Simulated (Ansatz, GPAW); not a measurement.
This is a calculation of WC (Qusongite) for Ansatz 0.2.0. 

Contents of input.yaml:

```yaml
crystal:
  lattice:
    - [2.9065, 0.0, 0.0]
    - [-1.45325, 2.5171028361, 0.0]
    - [0.0, 0.0, 2.8366]
  atoms:
    - { symbol: W, position: [0.0, 0.0, 0.0] }
    - { symbol: C, position: [0.6666666667, 0.3333333333, 0.5] }
kpoints:
  mp_grid: { grid: [10, 10, 9] }
scf:
  occupations: { method: gaussian, width: 0.012 }
hamiltonian:
  xc: pbe
  pseudopotentials: { kind: all_electron, lapw: { basis_error: 0.001 } }
output:
  forces: true
  stress: true
  eigenvalues: true
```

Potentials or basis: all-electron LAPW, scalar-relativistic.

Launch:

```bash
$ ansatz run input.yaml --threads 1 --pin off --max-ram 3072MiB --backend cpu --events-out ev --progress --plain --runs-dir out
```

Problem. What does the same run look like in GPAW 26.7.0 (ASE script)? Potentials or basis there: GPAW PAW data sets (gpaw-data 1.2.1), cutoff 800 eV.

Solution. As run (cutoffs and basis follow the program's own potentials, and thresholds, step limits or extra output files can differ):

The input run.py:

```python
from ase.dft.bandgap import bandgap
from ase.io import read, write
from ase.units import GPa
from gpaw import GPAW, PW

atoms = read('POSCAR')

calc = GPAW(mode=PW(800),
            xc='PBE',
            kpts={'size': (10, 10, 9), 'gamma': True},
            occupations={'name': 'methfessel-paxton', 'order': 0, 'width': 0.012},
            nbands=19,
            convergence={'density': 1e-05, 'energy': 1e-05},
            maxiter=150,
            txt='gpaw.txt')
atoms.calc = calc
energy = atoms.get_potential_energy()
forces = atoms.get_forces()
stress = atoms.get_stress()
calc.write('gs.gpw')
write('result.traj', atoms)
print(f'Energy: {energy:.6f} eV')
print('Forces (eV/A):')
print(forces.round(4))
print('Stress (GPa):', (stress / GPa).round(3))
print('Fermi level:', round(calc.get_fermi_level(), 4), 'eV')
print(f'Gap: {bandgap(calc)[0]:.4f} eV, direct: {bandgap(calc, direct=True)[0]:.4f} eV')
```

File POSCAR:

```
WC
1.0
    2.9065000000      0.0000000000      0.0000000000
   -1.4532500000      2.5171028361      0.0000000000
    0.0000000000      0.0000000000      2.8366000000
W C
1 1
Direct
    0.0000000000      0.0000000000      0.0000000000
    0.6666666667      0.3333333333      0.5000000000
```

Potentials or basis: GPAW PAW data sets (gpaw-data 1.2.1), pw.

Command:

```bash
$ OMP_NUM_THREADS=1 python run.py
```

Both were run:

|  | Ansatz | GPAW |
| --- | --- | --- |
| Pressure | 5.7 GPa | 5.4 GPa |

Where Ansatz's input types no cutoff or centring, it takes its own default and a Γ-centred mesh.

Pressure is positive in compression.
